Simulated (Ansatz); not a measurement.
In in Ansatz: the effect of functional

In:

```
CELL_PARAMETERS angstrom
-1.60350 1.60350 2.44027
1.60350 -1.60350 2.44027
1.60350 1.60350 -2.44027
ATOMIC_POSITIONS crystal
In 0.00000 0.00000 0.00000
```

The cell isn't the ideal one: volume scaled by 0.96.

Alike in all runs:

| Property | Result |
| --- | --- |
| Program | Ansatz 0.2.0 |
| Task | single point |
| Potentials or basis | Ansatz PAW |
| k mesh | 11 × 11 × 11 |
| Occupations | fermi-dirac, width 0.05 eV |
| Spin | no spin polarisation |

| functional | cutoff | pressure (GPa) |
| --- | --- | --- |
| LDA | 420 eV (not typed: the program's choice for these potentials) | ? |
| PBEsol | 420 eV (not typed: the program's choice for these potentials) | 0.9 |
| r2SCAN | 500 eV (not typed: the program's choice for these potentials) | 2.2 |

Task: What does the run with functional LDA give?

Result: Pressure -0.9 GPa.

Caveats: the PAW data sets come from PBE, with cores solved anew for the run's functional, which leaves a small shift of forces and pressure.
